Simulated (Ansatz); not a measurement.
The system is AlAu2.

```xyz
3
Lattice="-1.6715 1.6715 4.3991 1.6715 -1.6715 4.3991 1.6715 1.6715 -4.3991" Properties=species:S:1:pos:R:3 pbc="T T T"
Au    0.0000    0.0000    3.0242
Au    0.0000    0.0000    5.7740
Al    0.0000    0.0000    0.0000
```

The cell comes from a database or a generator and needn't be the stable form of this composition.

| Quantity | Value |
| --- | --- |
| Program | Ansatz 0.2.0 |
| Task | relaxation of cell and atoms |
| Functional | PBEsol |
| Dispersion | D3(BJ) |
| Potentials or basis | Ansatz PAW |
| Cutoff | 420 eV (not typed: the program's choice for these potentials) |
| k mesh | 11 × 11 × 11 |
| Occupations | fermi-dirac, width 0.05 eV |
| Spin | no spin polarisation |

At the start: volume 16.39 Å³/atom.

Q: How do energy, volume and symmetry change on relaxing?

A: It ends after 6 steps and the volume is 15.59 Å³/atom (-4.9 %); space group I4/mmm (No. 139, to 0.05 Å).

Step by step:
| step | energy change (eV) | largest force (eV/Å) | volume (Å³) |
| --- | --- | --- | --- |
| 1 | 0.0000 | 0.0564 | 49.16 |
| 2 | -0.0579 | 0.0396 | 47.23 |
| 3 | -0.0605 | 0.0256 | 46.75 |
| 4 | -0.0607 | 0.0047 | 46.77 |
| 5 | -0.0608 | 0.0040 | 46.76 |
| 6 | -0.0600 | 0.0043 | 46.76 |

Final structure:
```xyz
3
Lattice="-1.6393 1.6393 4.3506 1.6393 -1.6393 4.3506 1.6393 1.6393 -4.3506" Properties=species:S:1:pos:R:3 pbc="T T T"
Au    0.0000    0.0000    2.9876
Au    0.0000    0.0000    5.7136
Al    0.0000    0.0000    0.0000
```

Caveat: the plane-wave basis is chosen anew once the cell has moved, so the energies of steps on either side of that aren't comparable; pairwise dispersion overbinds metals, which lowers pressure and volume; the PAW data sets come from PBE, with cores solved anew for the run's functional, which leaves a small shift of forces and pressure.
